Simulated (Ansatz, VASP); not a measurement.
# AlN in VASP and in Ansatz

```xyz
2
Lattice="0.0000 2.1097 2.1097 2.1097 0.0000 2.1097 2.1097 2.1097 0.0000" Properties=species:S:1:pos:R:3 pbc="T T T"
Al    0.0000    0.0000    0.0000
N     3.1646    3.1646    3.1646
```

Alike in both runs: task single point; functional PBE; k mesh 10 × 10 × 10; occupations gaussian, width 0.02 eV; no spin polarisation.

```csv
,VASP,Ansatz
version,VASP 6.6.1,Ansatz 0.2.0
potentials or method,"VASP PAW PBE potentials, release 64 (Al, N)","scalar-relativistic, plane waves, PAW"
plane-wave cutoff (eV),520,420
valence electrons in the cell,8,8
```

|  | VASP | Ansatz | Ansatz less VASP |
| --- | --- | --- | --- |
| gap on the k mesh at the Fermi level (eV) | 3.36 | 3.37 | +0.010 |
| least direct gap on the mesh (eV) | 5.15 | 5.13 | -0.017 |

 A k mesh can miss the band edges. Expect the measured gap to be larger: semilocal functionals such as PBE lack the derivative discontinuity.
